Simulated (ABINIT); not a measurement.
**GaS: band structure with LDA**

**What was measured.**

From “Vapor-liquid-solid growth of highly-mismatched semiconductor nanowires with high-fidelity van der Waals layer stacking”, 2022, arxiv:2211.03366, for a bulk crystal of GaS at 77 K: band gap 3.05 eV (direct).

The system is GaS.

```
Ga S
1.0
     3.58500    0.00000    0.00000
    -1.79250    3.10470    0.00000
     0.00000    0.00000   15.50000
Ga S
4 4
Direct
  0.66667 0.33333 0.83000
  0.33333 0.66667 0.33000
  0.66667 0.33333 0.67000
  0.33333 0.66667 0.17000
  0.66667 0.33333 0.40000
  0.33333 0.66667 0.90000
  0.66667 0.33333 0.10000
  0.33333 0.66667 0.60000
```

| Property | Result |
| --- | --- |
| Program | ABINIT 10.8.3 (patched build) |
| Task | band structure |
| Functional | LDA |
| Potentials or basis | JTH PAW LDA v2.0 |
| Cutoff | 544 eV |
| k mesh | 9 × 9 × 2 |
| Occupations | fermi-dirac, width 0.05 eV |
| Spin | no spin polarisation |
| Fine-grid cutoff | 1088.46 eV |

The pressure is -3.0 GPa, the largest force is 0.257 eV/Å and the band gap on the k mesh is 1.39 eV, direct. The band gap along the path is 1.39 eV, direct. The valence electrons inside the program's atomic spheres are Ga 11.07; S 3.57.

Forces on the atoms (eV/Å):
```
Ga   0.000  0.000 -0.170
Ga   0.000  0.000 -0.170
Ga   0.000  0.000  0.170
Ga   0.000  0.000  0.170
S    0.000  0.000 -0.257
S    0.000  0.000 -0.257
S    0.000  0.000  0.257
S    0.000  0.000  0.257
```

Stress tensor (GPa, compression positive):
```
-2.76  0.00  0.00
 0.00 -2.76  0.00
 0.00  0.00 -3.43
```

Levels at the corners of the path, in eV from the valence-band top:
| point | band 35 | band 36 | band 37 | band 38 | band 39 | band 40 | band 41 | band 42 |
| --- | --- | --- | --- | --- | --- | --- | --- | --- |
| Γ | -1.52 | -1.42 | -1.42 | 0.00 | 1.39 | 2.15 | 2.62 | 2.83 |
| M | -2.60 | -2.38 | -2.26 | -1.67 | 1.43 | 1.45 | 1.93 | 2.18 |
| K | -2.38 | -2.38 | -1.99 | -1.99 | 1.64 | 2.20 | 3.00 | 3.00 |
| Γ | -1.52 | -1.42 | -1.42 | 0.00 | 1.39 | 2.15 | 2.62 | 2.83 |
| A | -1.46 | -1.46 | -0.78 | -0.78 | 1.88 | 1.88 | 2.71 | 2.71 |
| L | -2.60 | -2.60 | -1.96 | -1.96 | 1.63 | 1.63 | 1.85 | 1.85 |
| H | -2.59 | -2.59 | -1.86 | -1.86 | 1.88 | 1.88 | 2.88 | 2.88 |
| A | -1.46 | -1.46 | -0.78 | -0.78 | 1.88 | 1.88 | 2.71 | 2.71 |

It took 20 min on 1 thread of Arm Neoverse V2, on a shared host, peak memory 0.72 GiB.

Against the measured gap of GaS, 3.05 eV (direct; 77 K; quoted in “Vapor-liquid-solid growth of highly-mismatched semiconductor nanowires with high-fidelity van der Waals layer stacking”, 2022, arxiv:2211.03366), the calculated 1.39 eV is off by -1.66 eV. So large a miss can be the level of theory's own, or it may mean another phase, state or a wrong row. 3 values of this kind are on record (2.53 to 3.05 eV); this one was drawn at random among those near their median. Spin-orbit coupling on Ga is left out. The value is that of LDA, without temperature or zero-point motion. Semilocal functionals fall short of measured gaps as a rule.
